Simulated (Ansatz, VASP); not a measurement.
# CdTe: VASP beside Ansatz, part 2 of 2

One calculation is typed for both programs; each brings its own data sets and cutoff. How far apart do they land?

VASP 6.6.1 and Ansatz 0.2.0.

So far. Step 3 (Ansatz: single point, PBEsol): The run ends at a pressure of 5.18 GPa. Step 7 (Ansatz: single point, LDA, volume scaled by 1.03): The run ends at a pressure of -1.49 GPa.

## Step 10: Ansatz: single point, r2SCAN, volume scaled by 0.985

Level of this step: Ansatz beside VASP: Kohn-Sham DFT, plane waves, r2SCAN (Ansatz).

With cell and atoms fixed, the geometry can't cause a difference; cores, projectors, grids and the points listed under the comparison can. The cell compared in this pair holds 69.62 Å³, against 68.18 Å³ for the pair before.

The cell is a member of a volume series, scaled by 0.985 from a relaxed one, so a pressure remains.

input.yaml reads:

```yaml
crystal:
  lattice:
    - [0.0, 3.26519079, 3.26519079]
    - [3.26519079, 0.0, 3.26519079]
    - [3.26519079, 3.26519079, 0.0]
  atoms:
    - { symbol: Te, position: [0.75, 0.75, 0.75] }
    - { symbol: Cd, position: [0.0, 0.0, 0.0] }
hamiltonian:
  xc: r2scan
  pseudopotentials: { kind: paw }
kpoints:
  mp_grid: { grid: [6, 6, 6] }
scf:
  occupations: { method: gaussian, width: 0.03 }
  n_extra_bands: 4
output:
  forces: true
  stress: true
  eigenvalues: true
```

The run is started by

```sh
$ ansatz run input.yaml --threads 2 --pin off --max-ram 4608MiB --backend cpu --events-out ev --progress --plain --runs-dir out
```

Numbers of over 12 decimals in the logs are rounded to 6 here.

Log:

```text
[...]
Crystal: 2 atoms, lattice volume = 69.623 Å³
Basis set: ecut = 500 eV, 1807 PW (Γ), exchange–correlation on 144×144×144 points (64 copies of the dense FFT grid, shifted against one another)
Bands: 22, of which v1, the nominal top of the filled ones, is band 18 counted from 1 (17 counted from 0)
Symmetry: 24 space group operations
[...]
--- Band table (eV; the first three rows and the last of 16) ---
  k-point 0: bands = [... 14 lower, -1.3656, 6.8916, 6.8916, 6.8916, 8.0961, 11.9597, 11.9597, 11.9597]
  k-point 1: bands = [... 14 lower, -1.3665, 5.2466, 6.6729, 6.6729, 9.1253, 12.0174, 12.2948, 12.2948]
  k-point 2: bands = [... 14 lower, -1.2507, 3.3848, 6.3014, 6.3014, 9.2207, 12.5601, 12.5601, 13.5098]
  k-point 15: bands = [... 14 lower, -0.8017, 2.7623, 4.7162, 4.8251, 10.9386, 11.0069, 14.0525, 14.3108]
[key lines of the parts left out:]
SCF converged after 6 iterations
Free energy (F): -15264.134996 eV
Fermi energy:    7.494284 eV
P = ⅓ Tr σ = 0.5331 GPa (5.331 kbar)
```

The job ended after 6.2 s (2 threads of Arm Neoverse N1, shared host; peak memory 0.51 GiB; 11 s of CPU time).

The run ends at a pressure of 0.53 GPa.

## Step 11: VASP: single point, r2SCAN, volume scaled by 0.985

The same cell, functional, mesh and smearing now go to VASP, with its own data sets and cutoff.

The input asks for a relaxation, which ended at its first step since no free force or stress exceeded the threshold; so it serves as a single point.

INCAR reads:

```
SYSTEM = CdTe
PREC = Accurate
ENCUT = 500
EDIFF = 1E-06
NELM = 100
ISMEAR = 0
SIGMA = 0.03
LREAL = .FALSE.
ALGO = Normal
METAGGA = R2SCAN
LASPH = .TRUE.
NBANDS = 15
LORBIT = 11
LWAVE = .FALSE.
LCHARG = .FALSE.
KPAR = 4
IBRION = 2
NSW = 30
ISIF = 4
EDIFFG = -0.01
```

POSCAR reads:

```
CdTe
1.0
    0.0000000000      3.2651907883      3.2651907883
    3.2651907883      0.0000000000      3.2651907883
    3.2651907883      3.2651907883      0.0000000000
Te Cd
1 1
Direct
    0.7500000000      0.7500000000      0.7500000000
    0.0000000000      0.0000000000      0.0000000000
```

KPOINTS reads:

```
Automatic mesh
0
Gamma
6 6 6
0 0 0
```

Potentials, in the order of the species: Te and Cd (PBE family, release 64).

The run is started by

```sh
$ mpirun -np 4 vasp_std
```

Log:

```text
[banner, memory and clock lines left out]
running    4 mpi-ranks, on    1 nodes
[...]
[... a notice as in an earlier step ...]

 LDA part: xc-table for (None), standard interpolation
 POSCAR, INCAR and KPOINTS ok, starting setup
[...]
entering main loop
       N       E                     dE             d eps       ncg     rms          rms(c)
DAV:   1     0.560665456188E+02    0.56067E+02   -0.83844E+03   480   0.103E+03
DAV:   2    -0.474536736806E+02   -0.10352E+03   -0.99343E+02   571   0.251E+02
DAV:   3    -0.511850783494E+02   -0.37314E+01   -0.37260E+01   578   0.501E+01
DAV:   4    -0.512124876555E+02   -0.27409E-01   -0.27408E-01   704   0.404E+00
[...]
DAV:  12    -0.466391278425E+02   -0.11929E-04   -0.54210E-05   557   0.943E-02    0.213E-02
DAV:  13    -0.466391247208E+02    0.31217E-05   -0.12195E-05   550   0.434E-02    0.728E-03
DAV:  14    -0.466391248798E+02   -0.15899E-06   -0.29078E-07   310   0.458E-03
   1 F= -.46639125E+02 E0= -.46639125E+02  d E =-.466391E+02
[...]
reached required accuracy - stopping structural energy minimisation
```

From OUTCAR (step 11):

```text
  Total        0.2682556      0.2682556      0.2682556      0.0000000      0.0000000      0.0000000
  in kB        6.1731057      6.1731057      6.1731057      0.0000000      0.0000000      0.0000000
  external PRESSURE =       6.1731057 kB  Pullay stress =       0.0000000 kB

 POSITION                                       TOTAL-FORCE (eV/Angst)
 -----------------------------------------------------------------------------------
      4.89779      4.89779      4.89779         0.000000      0.000000      0.000000
      0.00000      0.00000      0.00000        -0.000000     -0.000000     -0.000000
 -----------------------------------------------------------------------------------
    total drift:                                0.000001      0.000001      0.000001

  FREE ENERGIE OF THE ION-ELECTRON SYSTEM (eV)
  ---------------------------------------------------
  free  energy   TOTEN  =       -46.6391248798 eV

  energy  without entropy=      -46.6391248798  energy(sigma->0) =      -46.63912488

[... 2 parts as in an earlier step ...]

[... 2 further parts left out ...]
[key lines of the parts left out:]
E-fermi :   2.0669
```

## Step 12: Side by side

What differs besides the data sets and the points named for the pairs above, as far as they apply: VASP keeps PBE cores, Ansatz makes them for the functional. Total energies have different zeros and are not compared.

Compared:

```tsv
quantity	Ansatz	VASP	difference
pressure (GPa)	0.53	0.62	-0.08
gap on the k mesh (eV)	1.205	1.198	+0.007
```

A gap on the mesh is an upper bound, since the band edges may lie between its points. Ansatz's pressure holds a Pulay correction of 0.04 GPa; VASP's holds none.

## Step 13: What the set-up changes

Further runs change the set-up of one program: Ansatz's method, potentials or start, or VASP's data sets, cutoff or form of LDA. The table gives Ansatz less VASP for each quantity, since a change that brings one quantity closer may part another.

```tsv
run	pressure (GPa)	gap on the k mesh (eV)
as above	-0.084	0.0070
Ansatz's all-electron LAPW method	-0.088	0.014
```

## Step 14: Summary of results

```yaml
difference_in_gap_on_the_k_mesh_single_point_pbesol: -0.0054 eV
difference_in_gap_on_the_k_mesh_single_point_lda_volume_scaled_by_1p03: -0.040 eV
difference_in_gap_on_the_k_mesh_single_point_r2scan_volume_scaled_by_0p985: 0.0070 eV
```

What this shows: The difference in gap on the k mesh is -0.040 eV (single point, LDA, volume scaled by 1.03), within the 0.08 eV picked in this series as the mark of a large difference. For single point, PBEsol, no further run moves any of the tabulated differences by more than a quarter of its size. For single point, LDA, volume scaled by 1.03, no further run moves any of the tabulated differences by more than a quarter of its size. Single point, r2SCAN, volume scaled by 0.985, Ansatz's all-electron LAPW method: the difference in gap on the k mesh goes from 0.0070 to 0.014 eV. 4 further runs of this series are not shown here. How closely two codes agree says nothing of how well the functional describes the real material.

[Lines on the potential files, build, host, timing and source positions are cut from VASP's logs without a mark.]

[Logs are printed without paths, hosts, clocks, repeated set-up lines and the standing remarks that a program may print on its own settings, such as how far it seeks lower states.]

[Hosts, paths, dates, database ids (printed as entryN), source tags and the programs' standing remarks are cut or masked in the printed files.]
